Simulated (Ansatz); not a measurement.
# SiNi: the cost of one run

Method: DFT, PBE, PAW with Ansatz's default frozen-core files, scalar-relativistic, in Ansatz 0.2.0.

**1. The system as given**

It takes space group Pmmn (No. 59, orthorhombic). The conventional cell has a = 3.027 Å, b = 3.273 Å, c = 4.698 Å, α = 90.00°, β = 90.00°, γ = 90.00°. Si (site symmetry mm2) is surrounded by 6 Ni at 2.34 to 2.40 Å and 4 Si at 2.68 Å. Ni (site symmetry mm2) is surrounded by 6 Si at 2.34 to 2.40 Å and 4 Ni at 2.67 Å.

Coordinates:

```
CELL_PARAMETERS angstrom
3.02662 0.00000 0.00000
0.00000 3.27350 0.00000
0.00000 0.00000 4.69776
ATOMIC_POSITIONS crystal
Si 0.50000 0.50000 0.84230
Si 0.00000 0.00000 0.15770
Ni 0.50000 0.50000 0.34422
Ni 0.00000 0.00000 0.65578
```

Atoms are numbered in the order of the input: Si1, Si2, Ni3, Ni4.

**2. Free moments from the typed start, PAW**

Input file input.yaml:

```yaml
crystal:
  lattice:
    - [3.02662, 0.0, 0.0]
    - [0.0, 3.2735, 0.0]
    - [0.0, 0.0, 4.69776]
  atoms:
    - { symbol: Si, position: [0.5, 0.5, 0.8423] }
    - { symbol: Si, position: [0.0, 0.0, 0.1577] }
    - { symbol: Ni, position: [0.5, 0.5, 0.34422], spin: 1.5 }
    - { symbol: Ni, position: [0.0, 0.0, 0.65578], spin: 1.5 }
magnetization:
  spin_polarized: true
kpoints:
  mp_grid: { grid: [11, 10, 7] }
scf:
  occupations: { method: fermi_dirac, width: 0.08 }
  lower_state_search: "off"
hamiltonian:
  xc: pbe
  pseudopotentials: { kind: paw }
output:
  forces: true
  stress: true
  eigenvalues: true
  populations: true
  dos: { projected: true, de: 0.1, e_range: [-8, 5] }
  write_density: true
  write_potential: true
  elf: true
  volumetric_format: npy
```

On the command line:

```bash
$ ansatz run input.yaml --threads 2 --pin off --max-ram 6144MiB --backend cpu --events-out ev --progress --plain --runs-dir out
```

**Question.** How long does this run take on 2 threads of Intel Xeon Platinum 8488C (Sapphire Rapids), shared host, and how much memory does it need?

About 15 s, with a peak of 0.59 GiB.
